**Q:** I would like to use a compressibility for Ni₃Si over a wide pressure range. Going from 20 to 40 GPa doubles the pressure, but the calculated shrinkage doesn't double. Is the material reaching some limit?

Ni₃Si (Cu₃Au type, Pm-3m, a = 3.506 Å at zero pressure), relaxed under hydrostatic pressure at zero temperature with its symmetry kept; changes are relative to the zero-pressure cell. Calculated with Ansatz 0.2.0 using scalar-relativistic plane-wave PAW, PBE, no spin polarisation, a 420 eV cutoff, 0.1 eV Gaussian smearing and a 12×12×12 k mesh at zero pressure.

| pressure (GPa) | volume change (%) | enthalpy change (eV/atom) | a change (%) |
| --- | --- | --- | --- |
| -2 | 0.96 | -0.135 | 0.32 |
| 0 | 0.00 | 0.000 | 0.00 |
| 2 | -0.91 | 0.134 | -0.31 |
| 5 | -2.22 | 0.333 | -0.75 |
| 10 | -4.14 | 0.658 | -1.40 |
| 20 | -7.49 | 1.291 | -2.56 |
| 40 | -12.70 | 2.499 | -4.43 |

**A:** There is no limit in sight, only growing resistance. The volume has fallen by 7.5 % at 20 GPa and by 12.7 % at 40 GPa, so the second 20 GPa removes only about 70 % of what the first removed. The pressure steps are uneven, which makes the change per gigapascal the fair comparison. It falls from nearly 0.5 % in the first step to about 0.26 % in the last, and it falls at each step between.

**Q:** Some of that must be simple geometry. A smaller crystal has less volume left to lose.

**A:** That is part of it, and it can be separated out. The bulk modulus $B$ is the pressure needed for a given *fractional* change of the volume $V$:

$$B=-\frac{dP}{d\ln V}.$$

If $B$ kept its zero-pressure value, the volume would decay exponentially with the pressure $P$. The rows at −2 and 2 GPa give that value as 214 GPa, and the crystal would then lose 17 % by 40 GPa. It loses much less than that, so the material itself must have stiffened. Between 20 and 40 GPa its mean bulk modulus is 345 GPa, about 1.6 times the starting value.

**Q:** What makes a metal stiffer when its atoms have moved only slightly closer?

**A:** The resistance is a small difference between two large, opposing tendencies. Electrons are attracted to the ions, and this pulls the crystal together. Confining the electrons to less space raises their kinetic energy, and this pushes it apart. At zero pressure the two balance. On compression both grow, but the repulsion grows faster, and each further squeeze widens the gap by more than the one before.

The simplest metal, an electron gas with ions in it, shows how this works. Its kinetic energy rises as $V^{-2/3}$ and its Coulomb attraction as $V^{-1/3}$. With $x$ for the volume relative to that at zero pressure, and $B_0$ for the bulk modulus there, the pressure is

$$P=3B_0\left(x^{-5/3}-x^{-4/3}\right).$$

The first term is the push and the second the pull. At the volume reached at 40 GPa, the push has grown by about 25 % and the pull by about 20 %. That modest mismatch, multiplied by a large prefactor, is the pressure the crystal can resist.

**Q:** Nickel is hardly a free-electron metal. Does such a picture describe Ni₃Si?

**A:** It gets the direction right and the size only in part. With $B_0$ taken from the two rows around zero pressure, it needs 35.6 GPa to reach the volume that the full calculation reaches at 40 GPa. A constant bulk modulus would need only 29 GPa. The real electrons therefore resist more steeply than the electron gas does.

A likely reason is that the ions are not points. They have filled inner shells, and the Pauli principle makes it costly for the outer s and p electrons to enter these. The inner shells hardly shrink when the crystal does: the nearest-neighbour distance falls from 2.48 to 2.37 Å between 0 and 40 GPa, and nearly all of that loss comes from the room between them. The kinetic energy of the outer electrons is therefore expected to rise more steeply than in the gas. The d shells of nickel should add to this. They bond through their overlap, which changes with distance far more steeply than a Coulomb attraction does. When the push and the pull are both steeper, the stiffness itself rises faster under pressure. This is an argument from general theory: the calculation gives the total stiffness, without dividing it among the electrons.

**Q:** For my purposes I need a number. Can the stiffening be put into one constant?

**A:** Yes, with the slope of the bulk modulus against pressure, written $B'$. A Birch–Murnaghan equation, a standard relation between pressure and volume, was fitted to all seven rows and gives $B_0\approx 214$ GPa and $B'\approx 4.7$. Each gigapascal of pressure thus adds roughly 5 GPa of stiffness at first. The electron gas would add only 3.

For work by hand, take $B=B_0+B'P$ and integrate the definition above. The result is

$$x=\left(1+\frac{B'P}{B_0}\right)^{-1/B'}.$$

At 40 GPa, $B'P/B_0=4.7\times40/214=0.88$. Then $x=1.88^{-1/4.7}=0.874$, a loss of 12.6 %, against 12.7 % in the table. This row was part of the fit that supplied the constants, so the agreement shows that the short formula is adequate here; it isn't a prediction. The formula loses slightly too little volume because it lets the stiffness rise at a fixed rate, while in the fitted equation the rate slackens under pressure.

**Q:** You include a negative pressure. What does the row at −2 GPa add?

**A:** It shows the same mechanism from the other side. Pulled by 2 GPa, the crystal swells by 0.96 %; pressed by 2 GPa, it shrinks by 0.91 %. Stretching moves the atoms to where the repulsion is weaker and the crystal softer, so the same force achieves a little more.

**Q:** The stiffness between neighbouring rows seems to jump around 5 GPa. Does something happen there?

**A:** The jump is exaggerated by one slightly low volume. The 5 GPa row lies about 0.02 % below the fitted curve, which makes the step before it look too soft and the step after it too stiff. A cell that stopped relaxing about 0.06 GPa above its target pressure would explain this. The rows at −2, 0 and 2 GPa ended only 0.01 to 0.02 GPa above theirs, a third of that at most, and the pressure reached in the 5 GPa row is not at hand. Incomplete relaxation is therefore a possible cause, not a proven one. A change of the k mesh is not the cause, because the mesh was the same in all rows from −2 to 20 GPa. I would not read a physical event into it.

**Q:** Could a real transition be hidden in so smooth a curve?

**A:** It could, because the calculation was not free to show every kind. The crystal, which is of the Cu₃Au type with twelve near neighbours round each atom, was held in its cubic symmetry, so it could not distort, and spin polarisation was switched off, so it could not become magnetic or lose a moment under pressure. The smooth stiffening belongs to the cubic, non-magnetic crystal. To find out whether that is the lowest state at each pressure, you would need calculations with those freedoms restored, and others on competing structures.

**Q:** Now the enthalpy. It rises by 2.5 eV per atom at 40 GPa, which looks enormous. Do I have to put that much energy into the metal?

**A:** No. The enthalpy is the internal energy plus $PV$, and the second part dominates: it makes up 94 % of the rise at 40 GPa. It accounts for the room that the crystal occupies in a pressurised surrounding. The energy actually stored in the squeezed metal is about 0.15 eV per atom.

The same bookkeeping explains the negative value at −2 GPa. There $PV$ is negative and pulls the enthalpy down, although the total energies show that the stretched crystal has a slightly *higher* internal energy than the relaxed one. A lower enthalpy in that row is no sign of stronger bonding.

**Q:** Why is the enthalpy nearly a straight line when the volume curve bends so clearly?

**A:** At zero temperature the slope of the enthalpy against pressure *is* the volume. A volume that shrinks by an eighth gives a slope that falls by an eighth, and the eye hardly notices this on a steep line. The bend in the volume curve is a change in its own slope, which falls by nearly half.

You can check the size with a sketch. At constant volume the enthalpy would rise by 2.69 eV per atom up to 40 GPa. If the volume fell evenly to its final value, its average would be lower by half of 12.7 %, and the rise would be $2.69\times(1-0.127/2)=2.52$ eV. The table has 2.50 eV. The remaining difference has the expected sign, because the crystal loses more of its volume early, while it is still soft.

**Q:** How would I carry this over to a related alloy?

**A:** Compare the pressure with the alloy's own bulk modulus. A softer metal enters the bent part of the curve at a lower pressure, because the same pressure brings its atoms closer together in relative terms. If only $B_0$ is known, the $B'$ found here is a reasonable first guess for an alloy of similar bonding and packing, provided that no phase transition intervenes. The analysis printed below gives the step-by-step stiffness and the comparison of the models.

**Q:** Up to what pressure may I keep the constant compressibility I started with?

**A:** A constant compressibility is good enough while the pressure stays within about two per cent of the bulk modulus; at 10 GPa it is already off by about a tenth of the effect. For Ni₃Si it overstates the shrinkage by only about a tenth of a percentage point at 5 GPa, but by more than four points at 40 GPa, and by about six if you simply multiply it by the pressure instead of using the exponential. Beyond the first few gigapascals, let the stiffness grow with pressure. These values hold for a crystal at absolute zero; a warm one is expected to be somewhat softer.

The analysis program printed:

```
Steps from the row before:
  row  mean_pressure_GPa  volume_change_percent_per_GPa  mean_bulk_modulus_GPa  enthalpy_slope_A3_per_atom  mean_volume_A3_per_atom
    0                 -1                          -0.48                  209.3                       10.81                    10.83
    2                  1                         -0.455                  218.8                       10.73                    10.73
    5                3.5                        -0.4367                  225.4                       10.63                    10.61
   10                7.5                         -0.384                  252.1                       10.41                    10.43
   20                 15                         -0.335                  281.1                       10.14                    10.15
   40                 30                        -0.2605                    345                       9.677                    9.688
fit of P on 7 rows: coefficient of X1 213.7 +/- 0.51, coefficient of X2 150.8 +/- 7.9; rms 0.0234, worst 5 0.0575, leave-one-out rms 0.0628
Pressure that each model needs for the computed volume, and parts of the enthalpy:
  row  constant_B_GPa  electron_gas_GPa  Birch_Murnaghan_GPa  PV_eV_per_atom  stored_energy_eV_per_atom
   -2          -2.044            -2.015               -1.996         -0.1358                  0.0008129
    0               0                 0                    0               0                          0
    2           1.956             1.983                1.996          0.1333                  0.0007026
    5           4.803             4.968                5.058          0.3288                   0.004162
   10           9.046             9.639                9.981          0.6448                    0.01324
   20           16.66             18.72                19.99           1.244                    0.04654
   40           29.06             35.63                   40           2.349                     0.1503
Bulk modulus from the rows at -2 and 2 GPa, GPa: 214
Pressure derivative of the bulk modulus, Birch-Murnaghan fit: 4.706
Volume change at 40 GPa if the bulk modulus stayed constant, %: -17.05
Mean bulk modulus from 20 to 40 GPa over that at zero pressure: 1.613
Enthalpy change at 40 GPa if the volume stayed constant, eV/atom: 2.69
Shortfall of the computed enthalpy change below that, %: 7.115
Share of PV in the enthalpy change at 40 GPa, %: 93.99
Stored energy at 20 GPa from total energies, eV/atom: 0.04677
Stored energy at -2 GPa from total energies, eV/atom: 0.000625
Offset of the 5 GPa volume from the Birch-Murnaghan curve, % of volume: -0.02424
Nearest-neighbour distance at 0 GPa, A: 2.479
Nearest-neighbour distance at 40 GPa, A: 2.37
```
